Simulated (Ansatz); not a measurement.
# K2S: the cost of one run

Computed with Ansatz 0.2.0 (DFT LDA, scalar-relativistic, plane waves, PAW, unless a step's input says otherwise).

**1. The structure to begin with**

The structure is cubic, space group Fm-3m (No. 225). The conventional cell has a = 7.064 Å, b = 7.064 Å, c = 7.064 Å, α = 90.00°, β = 90.00°, γ = 90.00°. S (site symmetry m-3m) is surrounded by 8 K at 3.06 Å. K (site symmetry -43m) is surrounded by 4 S at 3.06 Å.

Coordinates:

```cif
data_structure
_symmetry_space_group_name_H-M 'Fm-3m'
_symmetry_Int_Tables_number 225
_cell_length_a 7.0645
_cell_length_b 7.0645
_cell_length_c 7.0645
_cell_angle_alpha 90.000
_cell_angle_beta 90.000
_cell_angle_gamma 90.000
_cell_volume 352.56
loop_
_atom_site_label
_atom_site_type_symbol
_atom_site_symmetry_multiplicity
_atom_site_Wyckoff_symbol
_atom_site_fract_x
_atom_site_fract_y
_atom_site_fract_z
_atom_site_occupancy
S1 S 4 a 0.00000 0.00000 0.00000 1
K1 K 8 c 0.25000 0.75000 0.75000 1
```

The cell was made up by rule, so the compound may not exist in this form.

This is a trial structure, the antifluorite prototype, and another one may lie lower.

**2. Seeking zero pressure, try 1**

File input.yaml:

```yaml
crystal:
  lattice:
    - [0.0, 3.5322289469, 3.5322289469]
    - [3.5322289469, 0.0, 3.5322289469]
    - [3.5322289469, 3.5322289469, 0.0]
  atoms:
    - { symbol: S, position: [0.0, 0.0, 0.0] }
    - { symbol: K, position: [0.25, 0.25, 0.25] }
    - { symbol: K, position: [0.75, 0.75, 0.75] }
basis:
  ecutwfc: 420
kpoints:
  mp_grid: { grid: [4, 4, 4] }
hamiltonian:
  xc: lda
scf:
  occupations: { method: gaussian, width: 0.05 }
output:
  forces: true
  stress: true
  eigenvalues: true
```

On the command line:

```
$ ansatz run input.yaml --threads 1 --pin off --max-ram 1228MiB --backend cpu --events-out ev --progress --plain --runs-dir out
```

Q: Estimate wall time and peak memory on 1 thread of an Arm CPU, shared host.

About 1.9 s, with a peak of 0.34 GiB.
